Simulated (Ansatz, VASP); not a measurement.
**Ge in VASP and in Ansatz**

```
CELL_PARAMETERS angstrom
0.00000 2.80949 2.80949
2.80949 0.00000 2.80949
2.80949 2.80949 0.00000
ATOMIC_POSITIONS crystal
Ge 0.00000 0.00000 0.00000
Ge 0.25000 0.25000 0.25000
```

Change from the starting cell: strained cell.

Alike in both runs: functional PBEsol; k mesh 12 × 12 × 12; occupations gaussian, width 0.1 eV; no spin polarisation.

Ansatz relaxed the structure, and its values are those at the end. VASP's run is a single point on that final structure, the one shown.

```csv
,VASP,Ansatz
version,VASP 6.6.1,Ansatz 0.2.0
potentials or method,"VASP PAW PBE potentials, release 64 (Ge_d)","scalar-relativistic, plane waves, PAW"
plane-wave cutoff (eV),520,420
valence electrons in the cell,28,28
```

VASP gave:

```
gap on the k mesh at the Fermi level (eV) : 0.18
least direct gap on the mesh (eV)         : 0.18
pressure (GPa)                            : 1.7
```

**Question.** Estimate Ansatz's values.

**Answer.** gap on the k mesh at the Fermi level (eV): 0.17; least direct gap on the mesh (eV): 0.17; pressure (GPa): 2.2.

With one functional, cell and mesh, what is left measures potentials, basis and numerics. Ansatz warned: «stress_scf_threshold_loose».

Caveats: the PAW data sets were made with another functional, which shifts forces and pressure a little (VASP).
